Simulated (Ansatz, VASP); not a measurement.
**MoS2: VASP beside Ansatz**

File INCAR:

```
SYSTEM = MoS2
ALGO = Fast ; EDIFF = 1E-7
ENCUT = 520 ; GGA = CA
ISIF = 2 ; ISMEAR = 0
ISPIN = 2 ; LASPH = .True.
LCHARG = .False. ; LDAU = .True.
LDAUJ = 0.5 0 ; LDAUL = 2 -1
LDAUPRINT = 1 ; LDAUTYPE = 1
LDAUU = 4 0 ; LMAXMIX = 4
LORBIT = 11 ; LREAL = .False.
LWAVE = .False. ; MAGMOM = 2 0 0
NBANDS = 24 ; NELM = 150
PREC = Accurate ; SIGMA = 0.05
```

KPOINTS

```
k-points
0
Gamma
  7 7 7
  0 0 0
```

Contents of POSCAR:

```
MoS2
1.0
    1.5814998900      0.9130793900      6.1233282100
   -1.5814998900      0.9130793900      6.1233282100
    0.0000000000     -1.8261587800      6.1233282100
Mo S
1 2
Direct
    0.0000000000      0.0000000000      0.0000000000
    0.7484000000      0.7484000000      0.7484000000
    0.5849000000      0.5849000000      0.5849000000
```

Input for Ansatz:

```yaml
crystal:
  lattice:
    - [1.58149989, 0.91307939, 6.12332821]
    - [-1.58149989, 0.91307939, 6.12332821]
    - [0.0, -1.82615878, 6.12332821]
  atoms:
    - { symbol: Mo, position: [0.0, 0.0, 0.0], spin: 2.0 }
    - { symbol: S, position: [0.7484, 0.7484, 0.7484] }
    - { symbol: S, position: [0.5849, 0.5849, 0.5849] }
basis:
  ecutwfc: 420
  ecutrho_ratio: 4
kpoints:
  mp_grid: { grid: [7, 7, 7] }
hamiltonian:
  xc: lda
  hubbard: { sites: [{ site: 0, l: d, u: 4.0, j: 0.5 }] }
scf:
  occupations: { method: gaussian, width: 0.05 }
  lower_state_search: "off"
  max_iter: 150
output:
  forces: true
  stress: true
  eigenvalues: true
  populations: true
  hubbard: { sites: [{ site: 0, l: d }] }
magnetization:
  spin_polarized: true
```

Alike in both runs: task single point; functional LDA; k mesh 7 × 7 × 7; occupations gaussian, width 0.05 eV; collinear spin; Hubbard terms Mo d U = 4.0 eV, J = 0.5 eV.

|  | VASP | Ansatz |
| --- | --- | --- |
| version | VASP 6.6.1 | Ansatz 0.2.0 |
| potentials or method | VASP PAW LDA potentials, release 64 (Mo_sv, S) | scalar-relativistic, plane waves, PAW |
| plane-wave cutoff (eV) | 520 | 420 |
| valence electrons in the cell | 26 | 26 |

Ansatz gave:

```
gap on the k mesh at the Fermi level (eV)       : 0.86
least direct gap on the mesh (eV)               : 2.03
pressure (GPa)                                  : 1.3
largest component of the traceless stress (GPa) : 4.78
rms of the force components (eV/Å)              : 0.382
net moment per atom (μB)                        : 0.00
```

Problem. What did VASP give for the same quantities?

Solution. gap on the k mesh at the Fermi level (eV): 0.91; least direct gap on the mesh (eV): 2.00; pressure (GPa): 3.6; largest component of the traceless stress (GPa): 4.89; rms of the force components (eV/Å): 0.507; net moment per atom (μB): 0.00.

The programs project onto different local orbitals, so the same U acts differently. Atom by atom the forces differ by 0.125 eV/Å (rms over components). Ansatz warned: «seeded_moment_not_kept».

Caveats: an odd mesh through Γ misses points on the zone boundary, where band edges often lie; forces of over 1 eV/Å show positions far from the minimum, so gaps and moduli don't describe the material at rest. The state reached can hang on the start; a lower one may exist.
